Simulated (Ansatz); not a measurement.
I need a calculation of the dielectric tensor and Born charges of BaS, space group Fm-3m. Use Ansatz's Python interface. Use: PBE, PAW, cutoff 571 eV, 5×5×5 k-points, fixed occupations, D3BJATM dispersion.

```cif
data_structure
_symmetry_space_group_name_H-M 'P 1'
_symmetry_Int_Tables_number 1
_cell_length_a 4.5166
_cell_length_b 4.5166
_cell_length_c 4.5166
_cell_angle_alpha 60.000
_cell_angle_beta 60.000
_cell_angle_gamma 60.000
_cell_volume 65.15
loop_
_atom_site_label
_atom_site_type_symbol
_atom_site_fract_x
_atom_site_fract_y
_atom_site_fract_z
_atom_site_occupancy
Ba1 Ba 0.00000 0.00000 0.00000 1
S1 S 0.50000 0.50000 0.50000 1
```

Script `bas.py`:
```python
"""High-frequency dielectric tensor and Born charges of BaS."""

import ansatz as az
import numpy as np

crystal = (
    az.Lattice.from_parameters(4.516645, 4.516645, 4.516645, alpha=60.0, beta=60.0, gamma=60.0)
    .atom("Ba", (0.0, 0.0, 0.0))
    .atom("S", (0.5, 0.5, 0.5))
)

# an insulator: whole occupations
base = (
    crystal.calculation()
    .functional("pbe", dispersion="d3bjatm")  # level of theory
    .basis(21 * az.Ha)
    .kpoints(density=2.8)
    .occupations("fixed")  # whole-number filling, right only where there is a gap
    .dielectric()
)
out = base.run(threads=1)
response = out.dielectric
eps = np.asarray(response.eps_inf)

print("eps_inf")
print(np.round(eps, 3) + 0.0)
for index, (site, z) in enumerate(zip(out.lattice.sites, response.zstar_e)):
    print("Born charge tensor of", site.symbol, index)
    print(np.round(z, 3) + 0.0)
print(f"charge neutrality missed by {response.zstar_sum_residual_pre_e:.4f} e before the sum rule")
```

```console
$ python bas.py
eps_inf
[[4.788 0.    0.   ]
 [0.    4.788 0.   ]
 [0.    0.    4.788]]
Born charge tensor of Ba 0
[[2.609 0.    0.   ]
 [0.    2.609 0.   ]
 [0.    0.    2.609]]
Born charge tensor of S 1
[[-2.609  0.     0.   ]
 [ 0.    -2.609  0.   ]
 [ 0.     0.    -2.609]]
charge neutrality missed by 0.0032 e before the sum rule
```

The Fermi level of a run with fixed occupations marks the highest occupied state on its mesh, not mid-gap. The structure is a deposited one; some such entries were measured under pressure or heat, so a shift against it needn't be the functional's error alone. This is the electronic (clamped-ion) response; a semilocal gap that is too small tends to raise it. The typed mesh is that of the SCF; the response is solved on denser meshes that the run picks. Run time: 15 s on 1 thread of AMD EPYC 9R14 (Zen 4), on a shared host, peak memory 0.57 GiB.

(Lines on the test bed's own set-up are left out of the output.)
